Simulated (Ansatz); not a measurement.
Relaxed BeO (wurtzite):

```
BeO
1.0
    2.69049     0.00000     0.00000
   -1.34524     2.33003     0.00000
    0.00000     0.00000     4.36988
Be O
2 2
Cartesian
  1.34524   0.77668   0.00633
  0.00000   1.55335   2.19127
  1.34524   0.77668   2.72572
  0.00000   1.55335   0.54078
```

Scan: atom 3 (O, nearest neighbour Be at 1.643 Å; its periodic images, 2.7 Å or more away, move with it) is displaced along Cartesian z, direction (0.000, 0.000, 1.000) in Cartesian axes, by s. The other atoms stay.

Computed with r2SCAN (plane waves to 500 eV, PAW, scalar-relativistic; Ansatz, an electronic-structure program). k mesh 11×11×6 (Γ-centred), Fermi-Dirac smearing 0.05 eV. F∥ is the force on the atom along that direction. BeO was relaxed with its symmetry unable to fall. 

```json
[
 {"s (Å)": "-0.330", "F∥ (eV/Å)": "4.879"},
 {"s (Å)": "-0.264", "F∥ (eV/Å)": "4.121"},
 {"s (Å)": "-0.198", "F∥ (eV/Å)": "3.289"},
 {"s (Å)": "-0.132", "F∥ (eV/Å)": "2.353"},
 {"s (Å)": "-0.066", "F∥ (eV/Å)": "1.273"},
 {"s (Å)": "0.000", "F∥ (eV/Å)": "0.000"},
 {"s (Å)": "0.066", "F∥ (eV/Å)": "-1.527"},
 {"s (Å)": "0.132", "F∥ (eV/Å)": "-3.394"},
 {"s (Å)": "0.198", "F∥ (eV/Å)": "-5.719"},
 {"s (Å)": "0.264", "F∥ (eV/Å)": "-8.671"},
 {"s (Å)": "0.330", "F∥ (eV/Å)": "-12.491"}
]
```

### Question
What is the force constant k = d²E/ds² of this move at s = 0?

### Answer
21.0 eV/Å². The forces along the line at the two nearest points give (1.273 − (-1.527)) / (2·0.066) = 21.21 eV/Å²; the next pair corrects for the finite step.

(A displaced cell: forces are minus the slopes of the energy, force constants its curvatures, and phonons follow from these.)
